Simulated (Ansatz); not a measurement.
HgTe: what changed settings do

All trials start from this Ansatz input:

```yaml
crystal:
  lattice:
    - [0.0, 3.077117, 3.077117]
    - [3.077117, 0.0, 3.077117]
    - [3.077117, 3.077117, 0.0]
  atoms:
    - { symbol: Hg, position: [0.0, 0.0, 0.0] }
    - { symbol: Te, position: [0.5, 0.5, 0.5] }
basis:
  ecutwfc: 420
kpoints:
  mp_grid: { grid: [4, 4, 4] }
hamiltonian:
  xc: pbe
scf:
  occupations: { method: gaussian, width: 0.1 }
output:
  forces: true
  stress: true
  eigenvalues: true
```

Command:

```bash
ansatz run input.yaml --threads 1 --pin off --max-ram 1331MiB --backend cpu --events-out ev --progress --plain --runs-dir out
```

The run converges in 6 SCF iterations on 8 irreducible k-points: pressure 0.95 GPa, no gap.

These settings were drawn at random to show what each does; none of the numbers is a converged property of the crystal. Each trial's input is given as a difference from the reference's; energies are extrapolated to zero smearing where there is one, and pressure is positive in compression. Charged cells sit in a uniform background, and their pressures hang on that convention.

Problem. Trial 1:

```diff
 basis:
-  ecutwfc: 420
+  ecutwfc: 77.0
 kpoints:
-  mp_grid: { grid: [4, 4, 4] }
+  mp_grid: { grid: [4, 4, 1] }
 scf:
+  max_iter: 72
```

How does this run end?

Solution. It warns that the cutoff lies under the recommended one, 420 eV for these potentials; that the mesh lowers the symmetry. The SCF settles after 10 iterations, but the program refuses the result:

```text
Error: refused after 10 iterations: one_centre_occupation = 2.00e0 (threshold 2.00e0); read on the Te atom at site 1 (counted from 0), in its partial waves of l = 0. The loop had accepted its state. The figure is how many electrons the atom's PAW partial-wave expansion lays in one spin orbital inside its sphere …
```

Next try, with these keys changed back:

```diff
 basis:
-  ecutwfc: 77.0
+  ecutwfc: 420
```

The run converges in 8 SCF iterations on 7 irreducible k-points: energy 776 meV per atom above the reference, pressure 7.35 GPa, no gap. It warns that the mesh lowers the symmetry.

Problem. Trial 2 (volume scaled):

```diff
 crystal:
   lattice:
-    - [0.0, 3.077117, 3.077117]
-    - [3.077117, 0.0, 3.077117]
-    - [3.077117, 3.077117, 0.0]
+    - [0.0, 3.2238633348, 3.2238633348]
+    - [3.2238633348, 0.0, 3.2238633348]
+    - [3.2238633348, 3.2238633348, 0.0]
 scf:
+  n_extra_bands: 8
```

What happens?

Solution. The run converges in 6 SCF iterations on 8 irreducible k-points: energy 46.8 meV per atom above the reference, pressure -3.71 GPa, no gap.

Problem. Trial 3:

```diff
 scf:
-  occupations: { method: gaussian, width: 0.1 }
+  occupations: { method: cold, width: 0.0081 }
```

How does this run end?

Solution. The run converges in 8 SCF iterations on 8 irreducible k-points: energy 1.14 meV per atom above the reference, pressure 1.02 GPa, no gap.

Problem. Trial 4:

```diff
 basis:
-  ecutwfc: 420
+  ecutwfc: "9 Ha"
```

What happens?

Solution. The run converges in 7 SCF iterations on 8 irreducible k-points: energy 1.40 eV per atom above the reference, pressure 1.76 GPa (unreliable at so low a cutoff), no gap. It warns that the cutoff lies under the recommended one, 420 eV for these potentials.

Problem. Trial 5:

```diff
 basis:
+  ecutrho_ratio: 5
 kpoints:
-  mp_grid: { grid: [4, 4, 4] }
+  mp_grid: { kspacing: 0.75 }
 hamiltonian:
-  xc: pbe
+  xc: lda
 scf:
+  lower_state_search: "off"
+  max_iter: 69
+magnetization:
+  spin_polarized: true
+  per_species: { Fe: 2.0 }
```

What happens?

Solution. The run converges in 7 SCF iterations on 4 irreducible k-points: pressure -3.61 GPa, no gap, cell moment 0.00 μB. It warns that no starting moments were given.

Problem. Trial 6:

```diff
+total_charge: 0.1
 basis:
-  ecutwfc: 420
+  ecutwfc: 430
 hamiltonian:
+  dispersion: d3bjatm
```

What does the program give?

Solution. The run converges in 6 SCF iterations on 8 irreducible k-points: pressure -1.90 GPa (with the neutralising background of the charged cell), no gap.

Problem. Trial 7:

```diff
+total_charge: 0.1
 scf:
-  occupations: { method: gaussian, width: 0.1 }
+  occupations: { method: methfessel_paxton, width: 0.49 }
+  max_iter: 40
```

How does this run end?

Solution. The run converges in 6 SCF iterations on 8 irreducible k-points: pressure 0.24 GPa (with the neutralising background of the charged cell), no gap.

Problem. Trial 8:

```diff
 hamiltonian:
+  dispersion: none
```

What happens?

Solution. The run converges in 6 SCF iterations on 8 irreducible k-points: pressure 0.95 GPa, no gap.

Problem. Trial 9 (origin moved):

```diff
 crystal:
   atoms:
-    - { symbol: Hg, position: [0.0, 0.0, 0.0] }
-    - { symbol: Te, position: [0.5, 0.5, 0.5] }
+    - { symbol: Hg, position: [0.791, 0.874, 0.513], spin: -0.1 }
+    - { symbol: Te, position: [1.291, 1.374, 1.013] }
 scf:
-  occupations: { method: gaussian, width: 0.1 }
+  occupations: { method: methfessel_paxton, width: "0.005 Ry" }
+  lower_state_search: "off"
 output:
+  populations: true
+magnetization:
+  spin_polarized: true
```

How does this run end?

Solution. The run converges in 17 SCF iterations on 8 irreducible k-points: energy 0.25 meV per atom above the reference, pressure 1.08 GPa, no gap, cell moment 0.00 μB. It warns that the starting moments were lost; that the state wasn't tested for a lower one.

Problem. Trial 10:

```diff
 basis:
-  ecutwfc: 420
+  ecutwfc: 480
 kpoints:
-  mp_grid: { grid: [4, 4, 4] }
+  mp_grid: { grid: [2, 2, 2] }
 scf:
+  lower_state_search: "off"
+  mixing: { ndim: 2 }
+  initial_density: { chi_scale: 0, normalization: atom }
+  convergence: { dr2_threshold: "1e-8 eV" }
+  max_iter: 75
+magnetization:
+  spin_polarized: true
+  initial_magnetization: 1.0
```

How does this run end?

Solution. The run converges in 12 SCF iterations on 3 irreducible k-points: energy 198 meV per atom above the reference, pressure 5.73 GPa, no gap, cell moment 1.00 μB (the reference has none, and so few k-points can make one). It warns that the SCF threshold is loose for the stress.

Problem. Trial 11:

```diff
 kpoints:
-  mp_grid: { grid: [4, 4, 4] }
+  mp_grid: { kspacing: 0.52 }
 scf:
+  lower_state_search: "off"
+  mixing: { algorithm: msr1, beta: 0.06 }
+  max_iter: 60
```

What does the program give?

Solution. The run converges in 6 SCF iterations on 8 irreducible k-points: the reference's energy to 0.01 meV per atom, pressure 0.95 GPa, no gap.

Problem. Trial 12:

```diff
 hamiltonian:
+  dispersion: d3bj
 scf:
+  n_extra_bands: 1
```

What happens?

Solution. The run converges in 6 SCF iterations on 8 irreducible k-points: pressure -1.50 GPa, no gap.